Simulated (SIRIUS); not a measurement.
The system is Cu.

```
Cu
1.0
     0.00000    1.80750    1.80750
     1.80750    0.00000    1.80750
     1.80750    1.80750    0.00000
Cu
1
Direct
  0.00000 0.00000 0.00000
```

Base run:

- Program: SIRIUS 7.12.0
- Functional: PBE
- Potentials or basis: PseudoDojo 0.4.1 PBE standard (scalar relativistic)
- Cutoff: 1254 eV
- Density cutoff: 5016 eV
- k mesh: 13 × 13 × 13
- Occupations: fermi-dirac, width 0.05 eV
- Spin: no spin polarisation
- Hubbard terms: Cu d U = 4 eV

Its results: band gap on the k mesh none (metal or under the smearing width); pressure 3.3 GPa.

**Question.** The run is repeated on the same cell with these changes: hubbard terms from Cu d U = 4 eV to Cu d U = 2 eV. What comes out?

**Answer.** Band gap on the k mesh none (metal or under the smearing width); pressure 2.3 GPa.

Caveats: U without spin polarisation on a metal has little footing; the U is typed as a test and isn't derived for this compound.
